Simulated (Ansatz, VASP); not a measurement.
TePt (d4) in VASP and in Ansatz

```
Te Pt
1.0
     1.97004    1.13740    6.46843
    -1.97004    1.13740    6.46843
     0.00000   -2.27481    6.46843
Te Pt
2 2
Cartesian
  0.0000 0.0000 11.6553
  0.0000 0.0000 7.7500
  0.0000 0.0000 16.8919
  0.0000 0.0000 2.5133
```

Alike in both runs: functional PBEsol; dispersion D4; k mesh 12 × 12 × 12; occupations gaussian, width 0.1 eV; no spin polarisation.

Ansatz relaxed the structure, and its values are those at the end. VASP's run is a single point on that final structure, the one shown.

|  | VASP | Ansatz |
| --- | --- | --- |
| version | VASP 6.6.1 | Ansatz 0.2.0 |
| potentials or method | VASP PAW PBE potentials, release 64 (Te, Pt) | scalar-relativistic, plane waves, PAW |
| plane-wave cutoff (eV) | 520 | 420 |
| valence electrons in the cell | 32 | 68 |

VASP gave:

- gap on the k mesh at the Fermi level (eV): none
- pressure (GPa): -0.1
- rms of the force components (eV/Å): 0.004

Problem. What did Ansatz give for the same quantities?

Solution. gap on the k mesh at the Fermi level (eV): none; pressure (GPa): 0.0; rms of the force components (eV/Å): 0.000.

A gap of «none» marks a metal or a gap that the smearing closes. With one functional, cell and mesh, what is left measures potentials, basis and numerics. The two sets of potentials don't hold the same shells in valence.

Caveats: the PAW data sets were made with another functional, which shifts forces and pressure a little (VASP); pairwise dispersion overbinds metals, which lowers pressure and volume. Spin-orbit coupling is left out, which matters for the levels of Pt, Te.
